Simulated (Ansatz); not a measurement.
Crystal: AgBr.

```xyz
2
Lattice="0.0000 2.8702 2.8702 2.8702 0.0000 2.8702 2.8702 2.8702 0.0000" Properties=species:S:1:pos:R:3 pbc="T T T"
Ag    0.0000    0.0000    0.0000
Br    2.8702    2.8702    2.8702
```

- Program: Ansatz 0.2.0
- Task: relaxation of cell and atoms
- Functional: HSE03
- Potentials or basis: Ansatz PAW
- Cutoff: 420 eV (not typed: the program's choice for these potentials)
- k mesh: 4 × 4 × 4
- Occupations: fermi-dirac, width 0.05 eV
- Spin: no spin polarisation

At the start: volume 23.64 Å³/atom.

Question: How do energy, volume and symmetry change on relaxing?

Answer: It ends after 4 steps and the volume is 24.95 Å³/atom (+5.5 %); space group Fm-3m (No. 225, to 0.05 Å).

The path:
```csv
step,energy change (eV),largest force (eV/Å),volume (Å³)
1,0.0000,0.0000,47.29
2,-0.0154,0.0000,50.26
3,-0.0160,0.0000,49.90
4,-0.0177,0.0000,49.90
```

Final structure:
```
Ag Br
1.0
     0.00000    2.92199    2.92199
     2.92199    0.00000    2.92199
     2.92199    2.92199    0.00000
Ag Br
1 1
Direct
  0.00000 0.00000 0.00000
  0.50000 0.50000 0.50000
```

Caveat: the k mesh is coarse (spacing up to 0.47 Å⁻¹), so the values aren't converged, least of all with exact exchange; the plane-wave basis is chosen anew once the cell has moved, so the energies of steps on either side of that aren't comparable; the PAW data sets come from PBE, with cores solved anew for the run's functional, which leaves a small shift of forces and pressure.
